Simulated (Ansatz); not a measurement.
## What DFT gives for P

```xyz
2
Lattice="6.0879 0.0000 0.0000 0.0000 6.0879 0.0000 0.0000 0.0000 4.4107" Properties=species:S:1:pos:R:3 pbc="T T T"
P     4.5659    1.5220    0.0000
P     1.5220    4.5659    0.0000
```

Single point in Ansatz 0.2.0 with PBE, no spin polarisation. Cutoff 420 eV, PAW datasets, 6×6×8 Γ-centred k mesh, fermi-dirac filling (width 0.1 eV).

**Question.** Are the atoms at rest?

**Answer.** The forces vanish by the symmetry of the sites.

**Question.** Is the cell too large or too small?

**Answer.** The pressure is -3.3 GPa (compression positive), so with the atoms held at these fractions the cell would first shrink.

**Question.** What happens at the Fermi level?

**Answer.** It is a metal, with about 7.3 states/eV a cell as the mean within 0.25 eV of the Fermi level, mostly P p (100 %).

**Question.** Describe some of the short contacts.

**Answer.** P–P at 4.30 Å: least valence density 0.03 e/Å³ and ELF 0.14 there, so no covalent bond. These are pseudo-fields; inside the PAW spheres they differ from the all-electron ones.

Origin: a database entry at a rescaled volume. Caveats: the exchange-correlation potential is rough where the density is thin; many states at the Fermi level without spin polarisation, so a magnetic state may lie lower; the Fermi level lies in a narrow band between gaps, which spin or distortion may split.
